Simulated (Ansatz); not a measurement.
The system is MnSb.

```
Sb Mn
1.0
     0.00000    2.79502    2.79502
     2.79502    0.00000    2.79502
     2.79502    2.79502    0.00000
Sb Mn
1 1
Direct
  0.50000 0.50000 0.50000
  0.00000 0.00000 0.00000
```

The cell comes from a database or a generator and needn't be the stable form of this composition.

Base run:

```yaml
Program: Ansatz 0.2.0
Functional: LDA
Potentials_or_basis: all-electron LAPW, scalar-relativistic
Cutoff: 242 eV (chosen from the basis error)
Basis_error_allowed: 0.001 eV/atom
k_mesh: 8 × 8 × 8
Occupations: gaussian, width 0.02 eV
Spin: collinear spin, ferromagnetic start
Starting_moments: "[0.0, 4.0] μB"
```

Its results: band gap on the k mesh none (metal or under the smearing width); pressure -7.5 GPa; net moment 3.75 μB per cell; site moments Sb -0.09; Mn +3.76 μB.

Task: The run is repeated on the same cell with these changes: occupations from gaussian, width 0.02 eV to tetrahedron; hubbard terms from none to Mn d U = 4 eV. What comes out?

Result: Band gap on the k mesh none (metal or under the smearing width); pressure 0.7 GPa; net moment 4.12 μB per cell; site moments Sb -0.23; Mn +4.30 μB.

Caveats: a cell with one magnetic atom can't hold antiferromagnetic order, which such compounds often take; the magnetic state may not be the lowest (some runs); U is the effective U less J, on atomic orbitals that reach past the spheres (some runs); the U is typed as a test and isn't derived for this compound (some runs); with tetrahedron occupations forces and stress needn't match the slope of the energy (some runs).
